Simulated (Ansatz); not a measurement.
**AlN: holes, doping and thermopower**

Plane-wave DFT in Ansatz, PBE, scalar-relativistic PAW potentials, cutoff 420 eV, no spin-orbit coupling; no spin polarisation. AlN in space group P6_3mc. Boltzmann transport at 300 K in rigid bands with one relaxation time, bands interpolated from the k mesh 12×12×6; values are means over x, y, z.

| holes (cm⁻³) | size of S (μV/K) | σ/τ (Ω⁻¹ m⁻¹ s⁻¹) |
| --- | --- | --- |
| 10^18 | 574.3 | 2.69e+16 |
| 10^19 | ? | 2.66e+17 |
| 10^20 | 191.1 | 2.46e+18 |
| 10^21 | 78.6 | 1.63e+19 |

Problem. Take the lowest doping as non-degenerate: get the effective density of states and the masses, and predict the missing S.

Solution. For parabolic bands and one τ, |S| = (k_B/e)(5/2 − η) with k_B/e = 86.17 μV/K and n = N e^η. The first row gives η = -4.16, N = 6.44×10¹⁹ cm⁻³ and, from N = 2.509×10¹⁹ cm⁻³ × m_d^(3/2), a density-of-states mass of 1.87 mₑ (all valleys and bands together). σ/τ = ne²/m_c gives a conductivity mass of 1.05 mₑ; m_d is 1.8 times m_c, the sign of several valleys, several bands or anisotropy. A decade of doping costs (k_B/e) ln 10 = 198.4 μV/K, which predicts 376 μV/K; the run gave 377.2. There η is about -1.9, where Fermi statistics begin to count, but their first corrections to η and to the mean carrier energy nearly cancel, so the rule still holds. At 10^21 cm⁻³ the rule would give -21 μV/K against 78.6: the gas is degenerate there. Scattering that depends on energy changes the 5/2, and whether such doping can be reached wasn't computed.

Cost: about 3.6 core-minutes for the runs cited, on Intel Xeon Platinum 8259CL (Skylake/Cascade Lake) (shared hosts).

The thermopower falls with doping because each added hole lowers the entropy carried per unit charge, logarithmically while the gas is dilute and more slowly once Pauli blocking sets in. The conductivity carries a separate message: σ/τ rises by less than a factor of ten at each decade of doping, most clearly in the last step to 1.63e+19 Ω⁻¹ m⁻¹ s⁻¹. Degeneracy alone can't cause this, since in a parabolic band σ/τ stays proportional to the hole density at any filling. The conductivity mass must therefore grow, probably through non-parabolicity and the filling of deeper valence states.

In wurtzite AlN the crystal field places a N 2p_z-like singlet at the top of the valence band at Γ, light along c and heavy in the plane. Anisotropy, rather than several valleys, is thus the likely main reason why m_d exceeds m_c at low doping. The directional averages cannot show how strongly hole conduction favours the c axis.
